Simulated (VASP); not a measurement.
# ZrB2 (P6/mmm) in VASP: further runs

Runs on ZrB2. Level: PBE. Tasks: relaxation of cell and atoms.

All numbers are computed with VASP 6.6.1; they aren't measurements. Logs are shortened: lines on timing, memory, paths and dates and some standing lists are left out, and cuts for length are marked.

## Step 1: Starting point

The structure is hexagonal, space group P6/mmm (No. 191). Conventional cell: a = 3.170 Å, b = 3.170 Å, c = 3.533 Å, α = 90.00°, β = 90.00°, γ = 120.00°. Zr (site symmetry 6/mmm) is surrounded by 12 B at 2.54 Å. B (site symmetry -6m2) has 3 B at 1.83 Å as nearest neighbours.

## Step 2: Relaxation of cell and atoms, PBE

Contents of INCAR:

```
PREC = Accurate
ENCUT = 520
EDIFF = 1E-7
ISMEAR = 0
SIGMA = 1.0
LREAL = F
LASPH = T
NELM = 80
ALGO = Normal
ISIF = 3
LWAVE = F
LCHARG = F
GGA = PE
IBRION = 2
NSW = 80
EDIFFG = -0.002
```

Contents of KPOINTS:

```
Automatic mesh
0
Gamma
  15 15 12
```

Contents of POSCAR:

```
ZrB2
1.0
    3.1700000000      0.0000000000      0.0000000000
   -1.5850000000      2.7453005300      0.0000000000
    0.0000000000      0.0000000000      3.5330000000
Zr B
1 2
Direct
    0.0000000000      0.0000000000      0.0000000000
    0.3333333300      0.6666666700      0.5000000000
    0.6666666700      0.3333333300      0.5000000000
```

Potentials or basis: VASP PAW PBE potentials, release 64 (Zr_sv, B).

On the command line:

```bash
> cat potpaw_PBE.64/Zr_sv/POTCAR potpaw_PBE.64/B/POTCAR > POTCAR
> mpirun -np 1 vasp_std > vasp.out
```

OUTCAR:

```text
PREC = Accurate
   ENCUT = 520
   EDIFF = 1E-7
   ISMEAR = 0
   LREAL = F
   LASPH = T
   NELM = 80
   ISIF = 3
   GGA = PE
   IBRION = 2
   NSW = 80
   EDIFFG = -0.002

 ion  position               nearest neighbor table
   1  0.000  0.000  0.000-   2 2.54   3 2.54   2 2.54   3 2.54   3 2.54   3 2.54   2 2.54   2 2.54
                             3 2.54   3 2.54   2 2.54   2 2.54
   2  0.333  0.667  0.500-   3 1.83   3 1.83   3 1.83   1 2.54   1 2.54   1 2.54   1 2.54   1 2.54
                             1 2.54
   3  0.667  0.333  0.500-   2 1.83   2 1.83   2 1.83   1 2.54   1 2.54   1 2.54   1 2.54   1 2.54
                             1 2.54

  LATTYP: Found a hexagonal cell.
 ALAT       =     3.1700000000
 C/A-ratio  =     1.1145110410

  Lattice vectors:

 A1 = (   3.1700000000,   0.0000000000,   0.0000000000)
 A2 = (  -1.5850000000,   2.7453005300,   0.0000000000)
 A3 = (   0.0000000000,   0.0000000000,   3.5330000000)

Analysis of symmetry for initial positions (statically):
=====================================================================
 Subroutine PRICEL returns:
 Original cell was already a primitive cell.

 Routine SETGRP: Setting up the symmetry group for a
 hexagonal supercell.

 Subroutine GETGRP returns: Found 24 space group operations
 (whereof 24 operations were pure point group operations)
 out of a pool of 24 trial point group operations.

The static configuration has the point symmetry D_6h.

Analysis of symmetry for dynamics (positions and initial velocities):
=====================================================================
 Subroutine PRICEL returns:
 Original cell was already a primitive cell.

 Routine SETGRP: Setting up the symmetry group for a
 hexagonal supercell.

 Subroutine GETGRP returns: Found 24 space group operations
 (whereof 24 operations were pure point group operations)
 out of a pool of 24 trial point group operations.

The dynamic configuration has the point symmetry D_6h.

 Subroutine INISYM returns: Found 24 space group operations
 (whereof 24 operations are pure point group operations),
 and found     1 'primitive' translations

----------------------------------------------------------------------------------------

                                     Primitive cell

  volume of cell :      30.7463

  direct lattice vectors                    reciprocal lattice vectors
[... 112 lines left out ...]
  Thomas-Fermi vector in A             =   2.495387
   LORBIT       =      0    0 simple, 1 ext, 2 COOP (PROOUT), +10 PAW based schemes
   GGA     = PE    functional components
   LHFCALC =     F    Hartree Fock is set to
   AEXX    =    0.0000 exact exchange contribution
   IVDW    =     0    specifies the selected vdW correction
   LEPSILON=     F    determine dielectric tensor
   LRPA    =     F    only Hartree local field effects (RPA)
 conjugate gradient relaxation of ions
 non-spin polarized calculation
 Gauss-broadening in eV      SIGMA  =   1.00
  energy-cutoff  :      520.00
  volume of cell :       30.75
 maximum number of plane-waves:       844
 NGX is ok and might be reduce to    24
   NGX = 11   NGY = 11   NGZ = 13

--------------------------------------- Ionic step        1  -------------------------------------------

 number of electron      18.0000000 magnetization

 Free energy of the ion-electron system (eV)
  ---------------------------------------------------
  ext. energy  EPLUGINS =         0.00000000
  ---------------------------------------------------
  free energy    TOTEN  =       -25.06376770 eV

  energy without entropy =      -24.85175271  energy(sigma->0) =      -24.95776020

------------------------ aborting loop because EDIFF is reached ----------------------------------------

  FORCE on cell =-STRESS in cart. coord.  units (eV):
  Direction    XX          YY          ZZ          XY          YZ          ZX
  --------------------------------------------------------------------------------------
  -------------------------------------------------------------------------------------
  Total        0.2645560      0.2645560      0.3802463      0.0000000      0.0000000      0.0000000
  in kB       13.7859074     13.7859074     19.8144870      0.0000000      0.0000000      0.0000000
  external PRESSURE =      15.7954339 kB  Pullay stress =       0.0000000 kB
[... 98 lines left out ...]
--------------------------------------- Ionic step        4  -------------------------------------------

 number of electron      18.0000000 magnetization

 Free energy of the ion-electron system (eV)
  ---------------------------------------------------
  ext. energy  EPLUGINS =         0.00000000
  ---------------------------------------------------
  free energy    TOTEN  =       -25.06487646 eV

  energy without entropy =      -24.85029610  energy(sigma->0) =      -24.95758628

 E-fermi :  10.3571     XC(G=0): -12.4102

 val. band max:       10.3518048711   @ k =   0.0667   0.0667   0.5000
 cond. band min:      10.4341013549   @ k =   0.0667   0.0667   0.4167
 fundamental gap:      0.0822964838
 Fermi energy:        10.3571242983

 k-point     1 :       0.0000    0.0000    0.0000
  band No.  band energies     occupation
      1     -38.1979      2.00000
      2     -16.3797      2.00000
      3     -15.8372      2.00000
      4     -15.8372      2.00000
      5      -2.2463      2.00000
      6       7.8513      1.99961
      7       7.8513      1.99961
      8       7.8766      1.99955
      9       8.0833      1.99870
     10      13.8273      0.00000
     11      13.8273      0.00000
     12      14.5777      0.00000
     13      14.5777      0.00000
[... 354 lines left out ...]
  band No.  band energies     occupation
      1     -38.0749      2.00000
      2     -16.6497      2.00000
      3     -16.2560      2.00000
      4     -16.1955      2.00000
      5       2.1370      2.00000
      6       2.2082      2.00000
      7       4.9469      2.00000
      8       7.0899      2.00000
      9       9.4522      1.79938
     10      10.2229      1.15060
     11      13.1647      0.00007
     12      14.5789      0.00000
     13      16.7766      0.00000

 [... further k-points ...]

------------------------ aborting loop because EDIFF is reached ----------------------------------------

  FORCE on cell =-STRESS in cart. coord.  units (eV):
  Direction    XX          YY          ZZ          XY          YZ          ZX
  --------------------------------------------------------------------------------------
  -------------------------------------------------------------------------------------
  Total       -0.0029313     -0.0029313      0.0048559      0.0000000     -0.0000000      0.0000000
  in kB       -0.1517223     -0.1517223      0.2513367      0.0000000     -0.0000000      0.0000000
  external PRESSURE =      -0.0173693 kB  Pullay stress =       0.0000000 kB
[... 18 lines left out ...]
  FREE ENERGIE OF THE ION-ELECTRON SYSTEM (eV)
  ---------------------------------------------------
  free  energy   TOTEN  =       -25.0648764563 eV

  energy  without entropy=      -24.8502960996  energy(sigma->0) =      -24.95758628

 reached required accuracy - stopping structural energy minimisation
```

OSZICAR:

```text
N       E                     dE             d eps       ncg     rms          rms(c)
DAV:   1     0.110287336397E+03    0.11029E+03   -0.99754E+03  4914   0.138E+03
DAV:   2    -0.219942591591E+02   -0.13228E+03   -0.12810E+03  5587   0.338E+02
DAV:   3    -0.276366523159E+02   -0.56424E+01   -0.55416E+01  7965   0.602E+01
DAV:   4    -0.277615926225E+02   -0.12494E+00   -0.12472E+00  6246   0.815E+00
[... 35 lines left out ...]
DAV:   1    -0.250649506768E+02   -0.11793E-03   -0.57546E-03  5199   0.763E-01    0.527E-02
DAV:   2    -0.250648976150E+02    0.53062E-04   -0.13759E-04  5684   0.998E-02    0.288E-02
DAV:   3    -0.250648763049E+02    0.21310E-04   -0.55480E-05  5789   0.666E-02    0.793E-03
DAV:   4    -0.250648764092E+02   -0.10426E-06   -0.12997E-06  5734   0.102E-02    0.307E-03
DAV:   5    -0.250648764563E+02   -0.47075E-07   -0.68042E-08  3722   0.291E-03
   4 F= -.25064876E+02 E0= -.24957586E+02  d E =-.437124E-04
```

It took 1.8 min on 1 thread of AMD EPYC 9R14 (Zen 4), shared host; peak memory 0.18 GiB.

What came out:

```yaml
Free_energy: -25.0649 eV
Relaxed_volume: 10.32 Å³/atom
Relaxed_cell: a = 3.175 Å, b = 3.175 Å, c = 3.546 Å, α = 90.00°, β = 90.00°, γ = 120.00°
Space_group_after_relaxing_to_0.05_Å: P6/mmm (No. 191)
Energy_gained_by_relaxing: 0.4 meV/atom
Ionic_steps: 4
Pressure_after_relaxing: 0.0 GPa
Band_gap_on_the_k_mesh: none (metal or under the smearing width)
```

Step by step:
```tsv
step	energy change (eV)	largest force (eV/Å)	pressure (GPa)	volume (Å³)
1	0.0000	0.0000	1.58	30.75
2	0.0003	0.0000	-1.82	31.20
3	-0.0011	0.0000	-0.04	30.96
4	-0.0011	0.0000	0.00	30.95
```

Final structure:
```yaml
crystal:
  lattice:
    - [3.17483, 0.00000, 0.00000]
    - [-1.58741, 2.74948, 0.00000]
    - [0.00000, 0.00000, 3.54613]
  atoms:
    - { symbol: Zr, position: [0.00000, 0.00000, 0.00000] }
    - { symbol: B, position: [0.33333, 0.66667, 0.50000] }
    - { symbol: B, position: [0.66667, 0.33333, 0.50000] }
```

(Part 1 of 2 ends here.)
